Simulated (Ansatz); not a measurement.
# TePb: band structure with LDA

The system is TePb.

```
Pb Te
1.0
     4.59689    0.00000    0.00000
     2.32633    3.94110    0.00000
     2.32004    1.41109    3.72357
Pb Te
1 1
Direct
  0.00000 0.00000 0.00000
  0.50000 0.50000 0.50000
```

The cell isn't the ideal one: cell strained at random at fixed volume.

```
Program                             : Ansatz 0.2.0
Task                                : band structure
Functional                          : LDA
Potentials or basis                 : PseudoDojo LDA
Cutoff                              : 1120 eV
Density cutoff                      : 4480 eV
k mesh                              : 6 × 6 × 6
Occupations                         : fixed
Spin                                : no spin polarisation
Driver                              : chain
Path                                : [["X", "G", "Y"], ["L", "G", "Z"], ["N", "G", "M"], ["R", "G"]]
Points for each segment of the path : 14
```

| Quantity | Value |
| --- | --- |
| Pressure | -1.7 GPa |
| Band gap on the k mesh | 0.49 eV, indirect (least direct gap 0.62 eV) |
| Band gap along the path | 0.49 eV, indirect (least direct gap 0.62 eV) |

Stress tensor (GPa, compression positive):
```
-1.56 -0.15  0.00
-0.15 -1.95 -0.89
 0.00 -0.89 -1.62
```

Levels at the corners of the path, in eV from the valence-band top:
```tsv
point	band 13	band 14	band 15	band 16	band 17	band 18
X	-0.91	-0.82	0.00	0.64	1.19	1.29
Γ	-1.53	-1.36	-1.26	3.73	4.01	4.08
Y	-0.94	-0.90	-0.09	0.56	1.13	1.17
L	-4.56	-2.95	-2.76	3.23	5.14	5.47
Γ	-1.53	-1.36	-1.26	3.73	4.01	4.08
Z	-0.96	-0.85	-0.04	0.57	1.14	1.26
N	-4.54	-2.93	-2.72	3.27	5.32	5.40
Γ	-1.53	-1.36	-1.26	3.73	4.01	4.08
M	-4.57	-2.93	-2.79	3.22	5.14	5.44
R	-0.98	-0.96	-0.16	0.49	1.07	1.09
Γ	-1.53	-1.36	-1.26	3.73	4.01	4.08
```

Run time: 30 s on 2 threads of Arm Neoverse V1, with other jobs on the host, peak memory 0.82 GiB.

Caveat: spin-orbit coupling is left out, which as a rule narrows the gap of such compounds by several tenths of an eV.
